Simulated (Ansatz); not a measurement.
## CsI: pressure series

Take CsI in the CsCl type structure (space group Pm-3m, No. 221) as the base.

```
CELL_PARAMETERS angstrom
      4.66692     0.00000     0.00000
      0.00000     4.66692     0.00000
      0.00000     0.00000     4.66692
ATOMIC_POSITIONS crystal
  Cs 0.00000 0.00000 0.00000
  I  0.50000 0.50000 0.50000
```

Cell and atoms are relaxed at each pressure.

Level of theory: plane-wave PAW DFT at the PBE level (Ansatz, a program for electronic structure, 420 eV), scalar-relativistic without spin-orbit coupling.

```csv
variant,lattice parameter a,width of the top valence band
base,4.667 Å,1.15 eV
pressure −1 GPa,4.900 Å,0.87 eV
pressure 3 GPa,4.383 Å,1.63 eV
pressure 7 GPa,4.198 Å,2.08 eV
pressure 15 GPa,3.993 Å,2.84 eV
pressure 30 GPa,3.784 Å,3.93 eV
pressure 50 GPa,3.620 Å,5.08 eV
pressure 75 GPa,3.484 Å,–
pressure 100 GPa,3.381 Å,–
```

A case with no gap was solved on a k-mesh chosen for an insulator, which is coarse for it. Spin-orbit coupling, missing from the scalar runs, can matter with I. The levels and masses belong to the bands next to the band gap. Load acts through the strain it causes; cell and atoms are relaxed under it. Stability against distortions was not tested. Competing high-pressure phases were not computed. The final runs are not spin-polarised.
